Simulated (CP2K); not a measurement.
The system is AlN.

```
CELL_PARAMETERS angstrom
3.08863 0.00000 0.00000
1.54432 2.67483 0.00000
1.54432 0.89161 2.52186
ATOMIC_POSITIONS crystal
Al 0.00000 0.00000 0.00000
N 0.25000 0.25000 0.25000
```

Measurements of this composition are mostly on another form, of space group No. 186.

| Item | Value |
| --- | --- |
| Program | CP2K 2026.2 |
| Task | single point |
| Functional | PBE |
| Potentials or basis | POTENTIAL_UZH Al GTH-PBE-q3, N GTH-PBE-q5; TZVP-MOLOPT-PBE-GTH basis |
| Density cutoff | 6123 eV |
| k mesh | 10 × 10 × 10 |
| Occupations | fermi-dirac, width 0.05 eV |
| Spin | no spin polarisation |

On this cell: pressure 3.8 GPa; largest force zero by symmetry; band gap on the k mesh 3.32 eV, indirect (least direct gap 4.22 eV).

The same run follows on a disturbed copy (atoms moved at random, drawn with an rms of 0.05 Å):

```
CELL_PARAMETERS angstrom
3.08863 0.00000 0.00000
1.54432 2.67483 0.00000
1.54432 0.89161 2.52186
ATOMIC_POSITIONS crystal
Al 0.00035 0.99402 0.01127
N 0.24779 0.25620 0.24190
```

Problem. What does the disturbed cell give?

Solution. The energy moves by +10.4 meV/atom; pressure 4.2 GPa; largest force 0.747 eV/Å; band gap on the k mesh 3.16 eV, indirect (least direct gap 4.05 eV).

Forces in eV/Å, atoms in the order of the input:
```
Al  -0.292  0.245 -0.640
N    0.293 -0.246  0.642
```

Stress tensor (GPa, compression positive):
```
 4.88  1.23  0.65
 1.23  6.91 -0.56
 0.65 -0.56  0.66
```

Caveats: the basis of atomic orbitals isn't converged, which shifts pressures, moduli and gaps.

A k mesh can miss the band edges.
